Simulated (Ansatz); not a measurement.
# TaN under changes of volume

One of the cells (10.935 Å³/atom); the others are scaled copies at fixed shape and fractional positions:

```xyz
4
Lattice="2.9218 0.0000 0.0000 -1.4609 2.5303 0.0000 0.0000 0.0000 5.9165" Properties=species:S:1:pos:R:3 pbc="T T T"
Ta    0.0000    0.0000    2.9583
Ta    0.0000    0.0000    0.0000
N     0.0000    1.6869    1.4791
N     1.4609    0.8434    4.4374
```

The cell comes from a database or a generator and needn't be the stable form of this composition.

* Program: Ansatz 0.2.0
* Functional: PBE
* Potentials or basis: Ansatz PAW
* Cutoff: 420 eV (not typed: the program's choice for these potentials)
* k mesh: 10 × 10 × 5
* Occupations: fermi-dirac, width 0.05 eV
* Spin: no spin polarisation

```tsv
volume (Å³/atom)	energy over the lowest point (meV/atom)	pressure (GPa)
10.279	?	?
10.498	16.09	13.4
10.717	3.14	5.8
10.935	0.00	-1.0
11.154	5.74	-7.2
11.373	19.34	-12.7
11.591	40.09	-17.6
```

Task: What does the run at 10.279 Å³/atom give?

Result: Energy over the lowest point 40.04 meV/atom; pressure 21.9 GPa.

Worked out: A Birch-Murnaghan fit of order 3 (a polynomial in V^(-2/3)) to the other rows has its minimum at 10.90 Å³/atom with B0 = V·E''(V) = 327 GPa and B' = 4.3 at fixed shape and positions, which overstates the stiffness. It gives 39.97 meV/atom at 10.279 Å³/atom, against the run's 40.04, and -dE/dV = 21.8 GPa, against 21.9.

Energies are extrapolated to zero smearing.
